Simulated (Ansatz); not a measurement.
Input and command of a plane-wave DFT calculation in Ansatz:

```yaml
crystal:
  lattice:
    - [5.0669419118, -0.6102544828, 0.3275831317]
    - [-0.6717694387, 6.2114921494, -0.1286036873]
    - [0.3564220214, -0.2122991051, 5.2036149241]
  atoms:
    - { symbol: Ag, position: [0.0724405651, 0.453043438, 0.5721022601] }
    - { symbol: Ag, position: [0.5169338647, 0.2306573178, 0.4602927536] }
    - { symbol: Ag, position: [0.4056532141, 0.7862139065, 0.2387299321] }
    - { symbol: Ag, position: [0.7392046948, 0.1195851279, 0.905046932] }
    - { symbol: Ag, position: [0.1835665326, 0.8973976468, 0.7941765474] }
    - { symbol: Ag, position: [0.8501859631, 0.5641281661, 0.1280804908] }
    - { symbol: Ag, position: [0.2946860135, 0.3417499456, 0.0162730245] }
    - { symbol: Ag, position: [0.9614703182, 0.0085742934, 0.3496383608] }
    - { symbol: Ag, position: [0.6279216457, 0.6751989474, 0.6833068844] }
  symmetry: { detect: false }
basis:
  ecutwfc: 420
kpoints:
  mp_grid: { grid: [4, 4, 4] }
hamiltonian:
  xc: pbe
scf:
  occupations: { method: gaussian, width: 0.1 }
  lower_state_search: "off"
output:
  forces: true
  stress: true
  eigenvalues: true
relax:
  adjacent_minimum: "off"
  f_tol: 0.04
  max_steps: 25
  cell: { stress_tol: 0.3 }
```

```bash
ansatz run input.yaml --threads 2 --pin off --max-ram 5120MiB --backend cpu --events-out ev --progress --plain --runs-dir out
```

Processor: AMD EPYC (Zen 3), 2 threads, on a host shared with other jobs.

Task: How long does it run, and how much memory does it take?

Result: About 6.1 min on 2 threads of AMD EPYC (Zen 3), on a shared host, peak memory 0.74 GiB. It solves 103 bands at 36 k points (the mesh reduced by symmetry) with about 3123 plane waves (on the last cell), in 29 SCF iterations over 6 ionic steps.
